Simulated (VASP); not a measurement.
AlN: relaxation of cell and atoms with r2SCAN

Crystal: AlN.

```
Al N
1.0
     3.11300    0.00000    0.00000
    -1.55650    2.69594    0.00000
     0.00000    0.00000    4.98100
Al N
2 2
Direct
  0.33333 0.66667 0.00000
  0.66667 0.33333 0.50000
  0.33333 0.66667 0.38000
  0.66667 0.33333 0.88000
```

```json
{
  "Program": "VASP 6.6.1",
  "Task": "relaxation of cell and atoms",
  "Functional": "r2SCAN",
  "Potentials or basis": "VASP PAW PBE potentials, release 64 (Al, N)",
  "Cutoff": "520 eV",
  "k mesh": "12 × 12 × 6",
  "Occupations": "gaussian, width 0.02 eV",
  "Spin": "no spin polarisation",
  "Further INCAR settings": "ALGO = Normal; EDIFF = 1e-07; IBRION = 2; EDIFFG = -0.002; NSW = 80; ISIF = 3"
}
```

```yaml
Relaxed_volume: 10.38 Å³/atom
Relaxed_cell: a = 3.105 Å, b = 3.105 Å, c = 4.975 Å, α = 90.00°, β = 90.00°, γ = 120.00°
Space_group_after_relaxing_to_0.05_Å: P6_3mc (No. 186)
Energy_gained_by_relaxing: 0.6 meV/atom
Ionic_steps: 10
Pressure_after_relaxing: 0.0 GPa
Band_gap_on_the_k_mesh: 4.94 eV, direct
```

The path:
```
step  energy change (eV)  largest force (eV/Å)  pressure (GPa)  volume (Å³)
   1              0.0000                0.1251           -1.31        41.80
   2              0.0001                0.0987            1.37        41.29
   3             -0.0022                0.0154           -0.03        41.55
   4             -0.0022                0.0129            0.00        41.54
   5             -0.0023                0.0067            0.01        41.54
   6             -0.0023                0.0008            0.02        41.54
   7             -0.0023                0.0017            0.02        41.54
   8             -0.0023                0.0018           -0.02        41.54
   9             -0.0023                0.0012           -0.02        41.54
  10             -0.0023                0.0001            0.00        41.54
```

Final structure:
```xyz
4
Lattice="3.1050 0.0000 0.0000 -1.5525 2.6890 0.0000 0.0000 0.0000 4.9751" Properties=species:S:1:pos:R:3 pbc="T T T"
Al    0.0000    1.7927    4.9710
Al    1.5525    0.8963    2.4834
N     0.0000    1.7927    1.8947
N     1.5525    0.8963    4.3823
```

Levels at points of the mesh, in eV from the valence-band top:
```csv
k point,band 5,band 6,band 7,band 8,band 9,band 10,band 11,band 12
"(0.00, 0.00, 0.00)",-0.89,-0.23,-0.23,0.00,4.94,7.55,11.63,12.06
"(0.50, 0.00, 0.00)",-3.39,-2.14,-1.77,-0.71,6.45,6.57,9.07,11.27
"(0.00, 0.00, 0.50)",-0.57,-0.57,-0.57,-0.57,7.27,7.27,11.33,11.33
"(0.50, 0.00, 0.50)",-1.50,-1.50,-1.39,-1.39,6.01,6.01,10.16,10.16
```

Run time: 2.8 min on 4 MPI ranks on Intel(R) Xeon(R) Platinum 8488C (Sapphire Rapids), with other jobs on the host, peak memory 0.17 GiB a rank.

Caveat: the PAW data sets were made with another functional, which shifts forces and pressure a little. A k mesh can miss the band edges.
